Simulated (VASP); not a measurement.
Crystal: GaSe.

```
CELL_PARAMETERS angstrom
3.74200 0.00000 0.00000
-1.87100 3.24067 0.00000
0.00000 0.00000 15.91900
ATOMIC_POSITIONS crystal
Ga 0.33333 0.66667 0.17700
Ga 0.66667 0.33333 0.67700
Ga 0.33333 0.66667 0.32300
Ga 0.66667 0.33333 0.82300
Se 0.33333 0.66667 0.60000
Se 0.66667 0.33333 0.10000
Se 0.33333 0.66667 0.90000
Se 0.66667 0.33333 0.40000
```

```yaml
Program: VASP 6.6.1
Task: relaxation of cell and atoms
Functional: PBE
Dispersion: D3(BJ)
Potentials_or_basis: VASP PAW PBE potentials, release 64 (Ga, Se)
Cutoff: 520 eV
k_mesh: 9 × 9 × 2
Occupations: gaussian, width 0.02 eV
Spin: no spin polarisation
```

At the start: pressure 1.3 GPa; volume 24.13 Å³/atom.

Question: How do energy, volume and symmetry change on relaxing?

Answer: Over 19 steps the energy falls by 16.6 meV/atom and the volume is 24.68 Å³/atom (+2.3 %); space group P6_3/mmc (No. 194, to 0.05 Å).

The path:
| step | energy change (eV) | largest force (eV/Å) | pressure (GPa) | volume (Å³) |
| --- | --- | --- | --- | --- |
| 1 | 0.0000 | 1.1807 | 1.32 | 193.04 |
| 2 | -0.1089 | 0.3637 | 0.25 | 198.61 |
| 3 | -0.1244 | 0.0236 | 0.46 | 197.07 |
| 4 | -0.1294 | 0.0528 | -0.20 | 199.17 |
| 5 | -0.1294 | 0.0502 | -0.18 | 199.09 |
| 6 | -0.1312 | 0.0220 | -0.06 | 198.89 |
| 7 | -0.1314 | 0.0253 | -0.02 | 198.81 |
| 8 | -0.1314 | 0.0276 | -0.01 | 198.80 |
| 9 | -0.1316 | 0.0254 | -0.02 | 198.73 |
| 10 | -0.1320 | 0.0188 | -0.04 | 198.54 |
| 11 | -0.1325 | 0.0051 | -0.07 | 198.15 |
| 12 | -0.1321 | 0.0232 | -0.14 | 197.36 |
| 13 | -0.1326 | 0.0030 | -0.09 | 197.92 |
| 14 | -0.1327 | 0.0120 | 0.03 | 197.41 |
| 15 | -0.1327 | 0.0097 | 0.01 | 197.51 |
| 16 | -0.1327 | 0.0093 | 0.00 | 197.52 |
| 17 | -0.1327 | 0.0021 | 0.00 | 197.47 |
| 18 | -0.1327 | 0.0025 | 0.00 | 197.45 |
| 19 | -0.1327 | 0.0002 | 0.00 | 197.44 |

Final structure:
```yaml
crystal:
  lattice:
    - [3.77673, 0.00000, 0.00000]
    - [-1.88836, 3.27074, 0.00000]
    - [0.00000, 0.00000, 15.98385]
  atoms:
    - { symbol: Ga, position: [0.33333, 0.66667, 0.17348] }
    - { symbol: Ga, position: [0.66667, 0.33333, 0.67348] }
    - { symbol: Ga, position: [0.33333, 0.66667, 0.32652] }
    - { symbol: Ga, position: [0.66667, 0.33333, 0.82652] }
    - { symbol: Se, position: [0.33333, 0.66667, 0.59935] }
    - { symbol: Se, position: [0.66667, 0.33333, 0.09935] }
    - { symbol: Se, position: [0.33333, 0.66667, 0.90065] }
    - { symbol: Se, position: [0.66667, 0.33333, 0.40065] }
```
